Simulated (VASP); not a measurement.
Runs of VASP 6.6.1 on TiSi2 (Zhiqinite). Symmetry: Fddd, No. 70, orthorhombic system. The conventional cell has a = 4.773 Å, b = 8.236 Å, c = 8.523 Å, α = 90.00°, β = 90.00°, γ = 90.00°. Ti (site symmetry 222) is surrounded by 10 Si at 2.54 to 2.75 Å. Around Si (site symmetry 2) lie 5 Ti at 2.54 to 2.75 Å and 5 Si at 2.54 to 2.75 Å. 

```tsv
level	potentials or basis	k mesh	cutoff (eV)	gap on the mesh (eV)	pressure (GPa)	relaxed volume (Å³/atom)
PBE	VASP PAW PBE potentials, release 64 (Ti, Si)	5 × 5 × 5	300	none	0.1	14.12
PBEsol	VASP PAW PBE potentials, release 64 (Ti_sv, Si)	10 × 10 × 10	600	none	0.1	13.80
LDA	VASP PAW LDA potentials, release 64 (Ti_sv, Si)	10 × 10 × 10	600	none	0.0	(a)
PBE+D3(BJ)	VASP PAW PBE potentials, release 64 (Ti_sv, Si)	10 × 10 × 10	600	none	0.0	13.56
```

Alike in all rows: task relaxation of cell and atoms; no spin polarisation; cell relaxed; smearing methfessel-paxton 0.1 eV.

Task: Fill in the values left out.

Result: (a) 13.52.

Caveats: the cutoff is under 1.25 times the usual one of these potentials, so pressure, stress and relaxed cells hold a basis-set (Pulay) error (some runs); the PAW data sets were made with another functional, which shifts forces and pressure a little (some runs); pairwise dispersion overbinds metals, which lowers pressure and volume (some runs).

A gap of «none» marks a metal or a gap under the smearing width.

The runs don't all hold the same shells in valence.
